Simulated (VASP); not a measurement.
Si: single point with PBE

Si:

```
CELL_PARAMETERS angstrom
0.00000 2.72185 2.72185
2.72185 0.00000 2.72185
2.72185 2.72185 0.00000
ATOMIC_POSITIONS crystal
Si 0.50000 0.50000 0.50000
Si 0.75000 0.75000 0.75000
```

```yaml
Program: VASP 6.6.1
Task: single point
Functional: PBE
Potentials_or_basis: VASP PAW PBE potentials, release 64 (Si)
Cutoff: 520 eV
k_mesh: 8 × 8 × 8
Occupations: gaussian, width 0.019 eV
Spin: no spin polarisation
```

- Pressure: 1.3 GPa
- Band gap on the k mesh: 0.63 eV, indirect (least direct gap 2.56 eV)

Levels at points of the mesh, in eV from the valence-band top:
| k point | band 1 | band 2 | band 3 | band 4 | band 5 | band 6 | band 7 | band 8 |
| --- | --- | --- | --- | --- | --- | --- | --- | --- |
| (0.00, 0.00, 0.00) | -11.91 | 0.00 | 0.00 | 0.00 | 2.56 | 2.56 | 2.56 | 3.29 |
| (0.50, 0.00, 0.00) | -9.60 | -6.93 | -1.19 | -1.19 | 1.51 | 3.34 | 3.34 | 7.72 |
| (0.50, 0.50, 0.00) | -7.79 | -7.79 | -2.83 | -2.83 | 0.72 | 0.72 | 10.05 | 10.05 |

Wall time 5.8 s on 1 thread of Intel(R) Xeon(R) 6975P-C (Granite Rapids), on a shared host, peak memory 0.15 GiB.

A k mesh can miss the band edges. Expect the measured gap to be larger: semilocal functionals such as PBE lack the derivative discontinuity.
